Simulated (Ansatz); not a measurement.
# 6-layer 2H-MoTe2 (2H stacking) in a perpendicular field, part 3 of 3

Aim: how the 6-layer 2H-MoTe2 (2H stacking) screens a field along its normal, and what the field does to its bands. A positive field points along +c.

Ansatz 0.2.0; plane-wave DFT, PBE-D3(BJ), Ansatz PAW.

So far, gap along the path (eV): step 3 (single point, field 0, start network) 0.643; step 4 (field 0.1 V/Å) 0.530; step 5 (field -0.1 V/Å) 0.530; step 6 (field 0.2 V/Å) 0.350.

### Step 7. Single point, field 0.3 V/Å

The input, input.yaml:

```yaml
crystal:
  lattice:
    - [3.4980356608, 0.0, 0.0]
    - [-1.7490178304, 3.0293877456, 0.0]
    - [0.0, 0.0, 55.8771931987]
  atoms:
    - { symbol: Te, position: [0.3333333333, 0.6666666667, 0.1610675033] }
    - { symbol: Mo, position: [0.0, 0.0, 0.1935850546] }
    - { symbol: Te, position: [0.3333333333, 0.6666666667, 0.2261391234] }
    - { symbol: Te, position: [0.0, 0.0, 0.2836727579] }
    - { symbol: Mo, position: [0.3333333333, 0.6666666667, 0.3161825086] }
    - { symbol: Te, position: [0.0, 0.0, 0.3486939467] }
    - { symbol: Te, position: [0.3333333333, 0.6666666667, 0.4062273491] }
    - { symbol: Mo, position: [0.0, 0.0, 0.4387370886] }
    - { symbol: Te, position: [0.3333333333, 0.6666666667, 0.4712469387] }
    - { symbol: Te, position: [0.0, 0.0, 0.5287530613] }
    - { symbol: Mo, position: [0.3333333333, 0.6666666667, 0.5612629114] }
    - { symbol: Te, position: [0.0, 0.0, 0.5937726509] }
    - { symbol: Te, position: [0.3333333333, 0.6666666667, 0.6513060533] }
    - { symbol: Mo, position: [0.0, 0.0, 0.6838174914] }
    - { symbol: Te, position: [0.3333333333, 0.6666666667, 0.7163272421] }
    - { symbol: Te, position: [0.0, 0.0, 0.7738608766] }
    - { symbol: Mo, position: [0.3333333333, 0.6666666667, 0.8064149454] }
    - { symbol: Te, position: [0.0, 0.0, 0.8389324967] }
kpoints:
  mp_grid: { grid: [18, 18, 1] }
  band_path:
    path: [[0, 0, 0], [0.5, 0, 0], [0.33333333, 0.33333333, 0], [0, 0, 0]]
    npoints: 16
hamiltonian:
  xc: pbe
  dispersion: d3bj
scf:
  occupations: { method: fermi_dirac, width: 0.02585 }
  convergence: { dr2_threshold: 1.0e-10 }
efield:
  axis: 3
  dipole_correction: true
  ramp_position: 0.97
  ramp_width: 0.06
  amplitude: 0.3
output:
  write_potential: true
  write_density: true
  volumetric_format: npy
```

Started as:

```bash
ansatz run input.yaml --threads 4 --pin off --max-ram 16384MiB --backend cpu --events-out ev --progress --plain --runs-dir out
```

Numbers of over 12 decimals in the logs are rounded to 6 here.

The log of the run:

```text
[...]
Crystal: 18 atoms, lattice volume = 592.125 Å³
Basis set: ecut = 420 eV, 11521 PW (Γ)
Bands: 166, of which v1, the nominal top of the filled ones, is band 138 counted from 1 (137 counted from 0)
Symmetry: 6 space group operations
k-points: 37 of 324 (time reversal used)
[...]
k-point 0: bands = [... 134 lower, 8.1863, 8.3375, 8.4884, 8.6563, 10.9714, 10.9714, 11.1046, 11.1046, ... 24 higher]
  k-point 1: bands = [... 134 lower, 8.1900, 8.3405, 8.4878, 8.6430, 10.7709, 10.8999, 10.9769, 10.9781, ... 24 higher]
  k-point 2: bands = [... 134 lower, 8.1086, 8.2605, 8.4085, 8.5671, 10.3583, 10.4497, 10.5592, 10.6343, ... 24 higher]
  k-point 36: bands = [... 134 lower, 8.0669, 8.2153, 8.3701, 8.5803, 9.0205, 9.1671, 9.2624, 9.3165, ... 24 higher]
[key lines of the parts left out:]
SCF converged after 32 iterations
Free energy (F): -113509.598039 eV
Fermi energy:    8.742463 eV
Dipole field:    D = 0.204401 V/Å  (p = 0.668861 e·Å, saw-weighted, corrected)
```

Run time: 9.2 min. Hardware: 4 threads of Arm Neoverse V1, shared host; peak memory 4.7 GiB.

The dipole is 0.669 e·Å, and the gap 0.183 eV.

### Step 8. Response, atoms held

This step: plane-wave DFT, PBE-D3(BJ), Ansatz PAW; response to a field along the normal, atoms held (Ansatz 0.2.0).

The dipoles give the slope, and the difference of two potentials shows where the field is screened.

Numbers from this step:

```
equivalent conductor thickness p/(ε₀AE) : 37.91 Å
distance between the outer atoms        : 37.88 Å
```

Dipole of the cell against applied field:

```tsv
applied field (V/Å)	dipole of the cell (e·Å)
-0.100	-0.222
0.000	0
0.100	0.222
0.200	0.444
0.300	0.669
```

Local field over the applied field, running mean. From the potentials at -0.1 and 0.1 V/Å; running mean over 2.8 Å. The local field over applied field by z:

z (Å), local field over applied field and a bar:
```
        6      0.922 ##############################
        8      0.378 ############
       10      0.037 
       12      0.041 #
       14      0.153 ####
       16      0.063 #
       18      0.023 
       20      0.112 ###
       22      0.125 ###
       24      0.025 
       26      0.051 #
       28      0.155 ####
       30      0.046 #
       32      0.027 
       34      0.133 ####
       36      0.103 ###
       38      0.023 
       40      0.071 ##
       42      0.150 ####
       44      0.038 
       46      0.041 #
       48      0.417 #############
       50      0.937 ##############################
```

The induced electron density oscillates, so the rows of the table below give means over windows of 3.43 Å about each position, cut where the curve ends. Its maxima inside the range that stand out by 2 % of the span (Å: e/Å³ per V/Å): 7.6: 0.00333, 10.9: 2.8e-4, 11.6: 3.0e-4, 14.8: 0.00109, 18.5: 2.8e-4, 21.6: 0.0011, 25.3: 2.8e-4, 28.5: 0.00110, 32.2: 2.7e-4, 35.5: 0.00107, 38.9: 2.7e-4, 42.2: 0.00111, 45.9: 4.3e-4. Its minima: 10.1: -5.1e-4, 11.2: 1.4e-4, 13.6: -0.00107, 16.8: -2.8e-4, 20.6: -0.00111, 23.7: -2.7e-4, 27.4: -0.00110, 30.5: -2.8e-4, 34.3: -0.0011, 37.4: -2.8e-4, 41.1: -0.00109, 44.4: -2.7e-4, 48.1: -0.00342.

Electrons, planar mean, per unit field. Table of induced electron density by z; means over each step:

z (Å), induced electron density (e/Å³ per V/Å) and a bar from the least value:
```
     5.89    0.00078 ##############################
     9.32    0.00078 ##############################
    12.75   -0.00031 #############
    16.18    0.00032 #######################
    19.61   -0.00031 #############
    23.04    0.00031 #######################
    26.47   -0.00031 #############
    29.90    0.00031 #######################
    33.33   -0.00032 #############
    36.76    0.00031 #######################
    40.19   -0.00032 #############
    43.62    0.00030 ######################
    47.05   -0.00114 
    50.48   -0.00064 ########
```

The smaller of the gaps on the path and on the k-mesh, counted as 0 under 0.03 eV. Gap against applied field:

```tsv
applied field (V/Å)	gap (eV)
-0.100	0.530
0.000	0.643
0.100	0.530
0.200	0.350
0.300	0.183
```

By hand: between -0.1 and 0.1 V/Å the dipole changes by 0.4440 e·Å, a slope of 2.220 e·Å²/V. A perfect conductor of thickness t has p = ε₀AEt, so t = 180.95 × 2.220 / 10.597 = 37.91 Å (e/ε₀ = 180.95 V·Å, A in Å²).

The induced dipole is that of a conductor 37.91 Å thick.

### Step 9. Outcome

- gap without field: 0.643 eV
- ionisation energy, upper face: 4.63 eV
- electron affinity, upper face: 3.99 eV
- equivalent conductor thickness, atoms held: 37.9 Å

In words: The induced dipole equals that of a perfect conductor 37.91 Å thick, while the outer atoms lie 37.88 Å apart; an out-of-plane ε follows only once a thickness t is chosen, by 1 − 1/ε = 37.91 Å / t. The gap goes from 0.64 eV to 0.18 eV at 0.3 V/Å. With the field reversed the gap is 0.53 eV at -0.1 V/Å. Semilocal functionals give gaps that are too small, and excitons are not included. Spin-orbit coupling is left out, which matters for the bands of elements this heavy.

[Logs are printed without paths, hosts, clocks, repeated set-up lines and the standing remarks that a program may print on its own settings, such as how far it seeks lower states.]

[Hosts, paths, dates, database ids (printed as entryN), source tags and the programs' standing remarks are cut or masked in the printed files.]

[Maps of the electrostatic potential energy from Ansatz leave out the sawtooth potential of an applied field or a dipole correction, so their vacuum need not be flat; planar profiles and work functions include it.]
